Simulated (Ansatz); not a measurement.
Clean, relaxed (001) surface of Ti, space group P6_3/mmc (No. 194) (top face towards +c; atoms held fixed, by place in the list: 1, 2):

```yaml
crystal:
  lattice:
    - [2.93580, 0.00000, 0.00000]
    - [-1.46790, 2.54247, 0.00000]
    - [0.00000, 0.00000, 26.27239]
  atoms:
    - { symbol: Ti, position: [0.66667, 0.33333, 0.32353] }
    - { symbol: Ti, position: [0.33333, 0.66667, 0.41177] }
    - { symbol: Ti, position: [0.66667, 0.33333, 0.50052] }
    - { symbol: Ti, position: [0.33333, 0.66667, 0.59132] }
    - { symbol: Ti, position: [0.66667, 0.33333, 0.67309] }
```

These are results of Ansatz, DFT r2SCAN, scalar-relativistic, plane waves, PAW, not measurements. Plane waves to 500 eV, a k mesh through Γ of 12×12×1 on the computed 5-atom cell and Gaussian smearing (0.10 eV); no spin polarisation. The cell repeats along c with a dipole correction in the vacuum.

H (atom) is adsorbed on the top face, one adsorbate per 7.5 Å², and relaxed from 3 starting sites (fractions of a and b). The adsorption energy is E(slab + adsorbate) − E(slab) − E(free adsorbate, spin-polarised where open-shell). Heights count from the highest slab atom after relaxation. Δφ is the top face's. Δp counts per cell along +c. Bonded neighbours lie within 1.25 times the sum of covalent radii (1.35 for H) and, on that scale, within 12 % of the closest. With the adsorbate the cell is lengthened along c to keep the vacuum.

```tsv
start	ends at	E_ads (eV)	height (Å)	shortest contact	Δφ (eV)	Δp (e·Å)
top (Ti) at (0.67, 0.33)	(0.67, 0.33), 1 bonded neighbour (Ti)	-1.88	1.73	H–Ti 1.73 Å	+2.04	-0.086
hollow (Ti-Ti-Ti) at (0.00, 0.00)	(0.00, 0.00), 3 bonded neighbours (Ti)	-3.66	1.01	H–Ti 1.97 Å	-0.23	+0.008
bridge (Ti-Ti) at (0.17, 0.83)	(0.00, 0.00), 3 bonded neighbours (Ti)	-3.66	1.02	H–Ti 1.98 Å	-0.22	+0.007
```

Among the sites tried, the lowest end comes from the bridge (Ti-Ti) at (0.17, 0.83) start; the hollow (Ti-Ti-Ti) at (0.00, 0.00) start ended within 0.02 eV of it, though not always at the same place; other sites may lie lower.

Each end is the local minimum or symmetric point that its start leads to.

The adsorbed runs have no spin polarisation, so weakly bound open-shell ends lie too high.